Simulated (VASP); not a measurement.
# CdS in VASP: one cell, several levels of theory

What does VASP give for CdS built on the zincblende prototype, under +3.0 % equal strain in all directions, the cell held fixed? Runs: PBE, r2SCAN. The results are then set beside those of Ansatz 0.2.0 for the same cell.

The runs shown are made with VASP 6.6.1. PAW datasets, plane waves. Spin-unpolarised throughout; all numbers are computed.

## 1. The structure to begin with

The cell comes from an earlier relaxation with r2SCAN in another program.

It is cubic, F-43m (No. 216); a = 6.055 Å in the conventional setting, 27.75 Å³ an atom. Cd has 4 S at 2.62 Å; S has 4 Cd at 2.62 Å.

As a file:

```cif
data_structure
_symmetry_space_group_name_H-M 'P 1'
_symmetry_Int_Tables_number 1
_cell_length_a 4.2814
_cell_length_b 4.2814
_cell_length_c 4.2814
_cell_angle_alpha 60.000
_cell_angle_beta 60.000
_cell_angle_gamma 60.000
_cell_volume 55.49
loop_
_atom_site_label
_atom_site_type_symbol
_atom_site_fract_x
_atom_site_fract_y
_atom_site_fract_z
_atom_site_occupancy
Cd1 Cd 0.00000 0.00000 0.00000 1
S1 S 0.25000 0.25000 0.25000 1
```

## 2. Single point with PBE

INCAR

```
ENCUT = 520.000000
SIGMA = 0.020000
EDIFF = 1.00e-07
GGA = PE
PREC = Accurate
IBRION = -1
ISIF = 2
ISMEAR = -1
NBANDS = 16
NELM = 120
NSW = 0
LASPH = .TRUE.
LCHARG = .FALSE.
LWAVE = .FALSE.
LREAL = .FALSE.
```

KPOINTS

```
KPOINTS created by Atomic Simulation Environment
0
Gamma
8 8 8
0 0 0
```

KPOINTS_OPT

```
special points
6
Reciprocal
0.0000000000 0.0000000000 0.0000000000 1
-0.5000000000 -0.5000000000 0.0000000000 1
-0.3750000000 -0.3750000000 0.2500000000 1
-0.3750000000 0.0000000000 0.3750000000 1
0.0000000000 0.0000000000 0.5000000000 1
-0.5000000000 -0.2500000000 0.2500000000 1
```

POSCAR

```
Cd S
 1.0000000000000000
     0.0000000000000000    3.0273912883000000    3.0273912883000000
     3.0273912883000000    0.0000000000000000    3.0273912883000000
     3.0273912883000000    3.0273912883000000    0.0000000000000000
 Cd  S
   1   1
Cartesian
  0.0000000000000000  0.0000000000000000  0.0000000000000000
  1.5136956441500000  1.5136956441500000  1.5136956441500000
```

Potentials: the recommended PBE PAW datasets, 18 valence electrons in the neutral cell.

Command:

```bash
> mpirun -np 1 vasp_std
```

Standard output, without the iteration lines:

```text
POSCAR found type information on POSCAR CdS
 POSCAR found :  2 types and       2 ions
 LDA part: xc-table for (Slater+PW92), standard interpolation
 POSCAR, INCAR and KPOINTS ok, starting setup
 FFT: planning ... GRIDC
 FFT: planning ... GRID_SOFT
 FFT: planning ... GRID
 WAVECAR not read
 entering main loop
 Start KPOINTS_OPT (optional k-point list driver)
k-point batch [1-6\6]
```

OSZICAR:

```text
N       E                     dE             d eps       ncg     rms          rms(c)
DAV:   1     0.101106745665E+03    0.10111E+03   -0.89921E+03   952   0.101E+03
DAV:   2    -0.259153191488E+01   -0.10370E+03   -0.98424E+02  1128   0.245E+02
DAV:   3    -0.666628043936E+01   -0.40747E+01   -0.40644E+01  1184   0.496E+01
DAV:   4    -0.669092712061E+01   -0.24647E-01   -0.24645E-01  1144   0.384E+00
DAV:   5    -0.669127051952E+01   -0.34340E-03   -0.34340E-03  1152   0.433E-01    0.642E+00
DAV:   6    -0.613474374897E+01    0.55653E+00   -0.91690E-01  1376   0.108E+01    0.541E+00
DAV:   7    -0.611908951509E+01    0.15654E-01   -0.16859E-01  1128   0.282E+00    0.277E+00
DAV:   8    -0.611900733109E+01    0.82184E-04   -0.14023E-02  1080   0.141E+00    0.230E-01
DAV:   9    -0.611902324209E+01   -0.15911E-04   -0.15778E-03  1160   0.512E-01    0.742E-02
DAV:  10    -0.611920589205E+01   -0.18265E-03   -0.24019E-04  1144   0.134E-01    0.776E-02
DAV:  11    -0.611929783701E+01   -0.91945E-04   -0.14243E-04  1136   0.788E-02    0.271E-02
DAV:  12    -0.611929281559E+01    0.50214E-05   -0.13482E-05  1168   0.384E-02    0.689E-03
DAV:  13    -0.611929392739E+01   -0.11118E-05   -0.22623E-06  1152   0.922E-03    0.758E-03
DAV:  14    -0.611929388443E+01    0.42968E-07   -0.18167E-07  1200   0.368E-03
   1 F= -.61192939E+01 E0= -.61192939E+01  d E =-.119280E-11
       N       E                     dE             ncg
DAV:   1     0.859518477834E+03   -0.29333E+04      208
DAV:   2     0.254444854761E+03   -0.60507E+03      240
DAV:   3     0.231165431811E+03   -0.23279E+02      240
DAV:   4     0.231033036328E+03   -0.13240E+00      248
DAV:   5     0.231031301202E+03   -0.17351E-02      232
DAV:   6     0.231031267835E+03   -0.33367E-04      248
DAV:   7     0.231031267071E+03   -0.76359E-06      256
DAV:   8     0.231031267054E+03   -0.17141E-07      216
```

The lines after F= are the extra pass for the points of KPOINTS_OPT, at fixed density; their E is not a total energy.

Parts of OUTCAR:

```text
k-points           NKPTS =     29   k-points in BZ     NKDIM =     29   number of bands    NBANDS=     16

   NELECT =      18.0000    total number of electrons

   dimension x,y,z NGX =    32 NGY =   32 NGZ =   32
   dimension x,y,z NGXF=    64 NGYF=   64 NGZF=   64

  energy-cutoff  :      520.00
  volume of cell :       55.49
      direct lattice vectors                 reciprocal lattice vectors
     0.000000000  3.027391288  3.027391288    -0.165158697  0.165158697  0.165158697
     3.027391288  0.000000000  3.027391288     0.165158697 -0.165158697  0.165158697
     3.027391288  3.027391288  0.000000000     0.165158697  0.165158697 -0.165158697

 k-points in reciprocal lattice and weights: KPOINTS created by Atomic Simulation Env
   0.00000000  0.00000000  0.00000000       0.002
   0.12500000  0.00000000  0.00000000       0.016
   0.25000000  0.00000000  0.00000000       0.016
   0.37500000  0.00000000  0.00000000       0.016
   0.50000000  0.00000000  0.00000000       0.008
   0.12500000  0.12500000  0.00000000       0.012
   0.25000000  0.12500000  0.00000000       0.047
   0.37500000  0.12500000  0.00000000       0.047
[... 21 more k-points ...]

 E-fermi :   0.8886

 k-point     1 :       0.0000    0.0000    0.0000
  band No.  band energies     occupation
      1     -11.3238      2.00000
      2      -6.9722      2.00000
      3      -6.9722      2.00000
      4      -6.9722      2.00000
      5      -6.6297      2.00000
      6      -6.6297      2.00000
      7       0.4254      2.00000
      8       0.4254      2.00000
      9       0.4254      2.00000
     10       1.3225      0.00000
     11       6.9619      0.00000
     12       6.9619      0.00000
     13       6.9619      0.00000
     14      11.2445      0.00000
     15      11.7204      0.00000
     16      11.7204      0.00000

 k-point     2 :       0.1250    0.0000    0.0000
  band No.  band energies     occupation
      1     -11.2757      2.00000
      2      -6.9557      2.00000
      3      -6.9557      2.00000
      4      -6.9240      2.00000
      5      -6.6302      2.00000
      6      -6.6302      2.00000
      7      -0.5346      2.00000
      8       0.3279      2.00000
      9       0.3279      2.00000
     10       2.1534      0.00000
     11       6.6747      0.00000
     12       7.1336      0.00000
     13       7.1336      0.00000
     14      11.1664      0.00000
     15      11.1664      0.00000
     16      11.9040      0.00000

 k-point     3 :       0.2500    0.0000    0.0000
  band No.  band energies     occupation
      1     -11.1594      2.00000
      2      -6.9201      2.00000
      3      -6.9201      2.00000
      4      -6.7637      2.00000
      5      -6.6261      2.00000
      6      -6.6261      2.00000
      7      -1.8156      2.00000
      8       0.1070      2.00000
      9       0.1070      2.00000
     10       2.9492      0.00000
     11       6.5823      0.00000
     12       7.4068      0.00000
     13       7.4068      0.00000
     14      10.9373      0.00000
     15      10.9373      0.00000
     16      11.4635      0.00000

 k-point     4 :       0.3750    0.0000    0.0000
  band No.  band energies     occupation
      1     -11.0433      2.00000
      2      -6.8925      2.00000
      3      -6.8925      2.00000
      4      -6.6119      2.00000
      5      -6.6119      2.00000
      6      -6.5028      2.00000
      7      -2.8883      2.00000
      8      -0.0978      2.00000
      9      -0.0978      2.00000
     10       3.2213      0.00000
     11       7.1409      0.00000
     12       7.4433      0.00000
     13       7.4433      0.00000
     14      11.1019      0.00000
     15      11.7028      0.00000
     16      11.7028      0.00000

 k-point     5 :       0.5000    0.0000    0.0000
  band No.  band energies     occupation
      1     -10.9956      2.00000
      2      -6.8841      2.00000
      3      -6.8841      2.00000
      4      -6.6026      2.00000
      5      -6.6026      2.00000
      6      -6.3396      2.00000
      7      -3.3476      2.00000
      8      -0.1789      2.00000
      9      -0.1789      2.00000
     10       3.2481      0.00000
     11       7.4023      0.00000
     12       7.4024      0.00000
     13       7.5443      0.00000
     14      11.1709      0.00000
     15      12.6988      0.00000
     16      12.6988      0.00000

 k-point     6 :       0.1250    0.1250    0.0000
  band No.  band energies     occupation
      1     -11.2598      2.00000
      2      -6.9397      2.00000
      3      -6.9397      2.00000
      4      -6.9292      2.00000
      5      -6.6405      2.00000
      6      -6.6207      2.00000
      7      -0.5662      2.00000
      8       0.1651      2.00000
      9       0.1651      2.00000
     10       2.4291      0.00000
     11       6.3046      0.00000
     12       7.3498      0.00000
     13       7.3498      0.00000
     14      10.2064      0.00000
     15      11.8327      0.00000
     16      12.3821      0.00000

 k-point     7 :       0.2500    0.1250    0.0000
  band No.  band energies     occupation
      1     -11.1665      2.00000
      2      -6.9154      2.00000
      3      -6.9014      2.00000
      4      -6.8142      2.00000
      5      -6.6410      2.00000
      6      -6.6118      2.00000
      7      -1.5076      2.00000
      8      -0.0931      2.00000
      9      -0.0546      2.00000
     10       3.2013      0.00000
     11       6.0017      0.00000
     12       7.5518      0.00000
     13       7.7329      0.00000
     14       9.7806      0.00000
     15      11.7214      0.00000
     16      12.7303      0.00000

 k-point     8 :       0.3750    0.1250    0.0000
  band No.  band energies     occupation
      1     -11.0509      2.00000
      2      -6.8882      2.00000
      3      -6.8696      2.00000
      4      -6.6689      2.00000
      5      -6.6012      2.00000
      6      -6.5392      2.00000
      7      -2.5554      2.00000
      8      -0.3493      2.00000
      9      -0.2909      2.00000
     10       3.6684      0.00000
     11       6.3465      0.00000
     12       7.4334      0.00000
     13       7.8571      0.00000
     14      10.4665      0.00000
     15      12.1867      0.00000
     16      12.2538      0.00000

 k-point     9 :       0.5000    0.1250    0.0000
  band No.  band energies     occupation
      1     -10.9812      2.00000
      2      -6.8742      2.00000
      3      -6.8595      2.00000
      4      -6.6292      2.00000
      5      -6.6002      2.00000
      6      -6.3278      2.00000
      7      -3.2115      2.00000
      8      -0.5979      2.00000
      9      -0.3277      2.00000
     10       3.7689      0.00000
     11       6.6887      0.00000
     12       7.7097      0.00000
     13       7.7432      0.00000
     14      11.2591      0.00000
     15      12.4469      0.00000
     16      12.7321      0.00000

 k-point    10 :      -0.3750    0.1250    0.0000
  band No.  band energies     occupation
      1     -10.9969      2.00000
      2      -6.8732      2.00000
      3      -6.8692      2.00000
      4      -6.6184      2.00000
      5      -6.6175      2.00000
      6      -6.3796      2.00000
      7      -3.0635      2.00000
      8      -0.6744      2.00000
      9      -0.1873      2.00000
     10       3.7633      0.00000
     11       6.8304      0.00000
     12       7.4775      0.00000
     13       7.6533      0.00000
     14      11.4194      0.00000
     15      11.7917      0.00000
     16      12.7976      0.00000

 k-point    11 :      -0.2500    0.1250    0.0000
  band No.  band energies     occupation
      1     -11.0893      2.00000
      2      -6.8986      2.00000
      3      -6.8871      2.00000
      4      -6.6751      2.00000
      5      -6.6378      2.00000
      6      -6.5818      2.00000
      7      -2.2346      2.00000
      8      -0.5177      2.00000
      9       0.0610      2.00000
     10       3.5538      0.00000
     11       6.5500      0.00000
     12       7.2647      0.00000
     13       7.5621      0.00000
     14      10.4059      0.00000
     15      11.7036      0.00000
     16      12.5042      0.00000

 k-point    12 :      -0.1250    0.1250    0.0000
  band No.  band energies     occupation
      1     -11.2050      2.00000
      2      -6.9370      2.00000
      3      -6.9199      2.00000
      4      -6.8473      2.00000
      5      -6.6395      2.00000
      6      -6.6184      2.00000
      7      -1.2318      2.00000
      8      -0.1169      2.00000
      9       0.2808      2.00000
     10       2.8663      0.00000
     11       6.3933      0.00000
     12       7.2934      0.00000
     13       7.3951      0.00000
     14      10.3967      0.00000
     15      11.1756      0.00000
     16      12.7852      0.00000

[... the tables of k-points 13 to 29 left out ...]

  Total       -0.9486847     -0.9486847     -0.9486847     -0.0000000      0.0000000      0.0000000
  in kB      -27.3903007    -27.3903007    -27.3903007     -0.0000000      0.0000000      0.0000000
  external PRESSURE =     -27.3903007 kB  Pullay stress =       0.0000000 kB

 POSITION                                       TOTAL-FORCE (eV/Angst)
 -----------------------------------------------------------------------------------
      0.00000      0.00000      0.00000         0.000000      0.000000      0.000000
      1.51370      1.51370      1.51370        -0.000000     -0.000000     -0.000000
 -----------------------------------------------------------------------------------
    total drift:                               -0.000000     -0.000000     -0.000000

  FREE ENERGIE OF THE ION-ELECTRON SYSTEM (eV)
  ---------------------------------------------------
  free  energy   TOTEN  =        -6.1192938844 eV

  energy  without entropy=       -6.1192938844  energy(sigma->0) =       -6.11929388
```

Hardware: 1 MPI rank of Intel Xeon Platinum 8488C, shared host.

The levels at the points of KPOINTS_OPT are read from vasprun.xml.

Levels at the named points, in eV from the top of band v (v: the last filled band by count, c: the next):

| point | v−1 | v | c | c+1 |
| --- | --- | --- | --- | --- |
| Γ | 0.00 | 0.00 | 0.90 | 6.54 |
| X | -1.52 | -1.52 | 3.72 | 4.16 |
| U | -2.08 | -1.24 | 4.18 | 5.20 |
| K | -2.08 | -1.24 | 4.18 | 5.20 |
| L | -0.60 | -0.60 | 2.82 | 6.98 |
| W | -1.82 | -1.81 | 4.94 | 5.44 |

The PBE gap is 0.90 eV, direct at Γ. Pressure: -2.74 GPa; the forces vanish within 0.01 eV/Å.

[end of part 1 of 2]
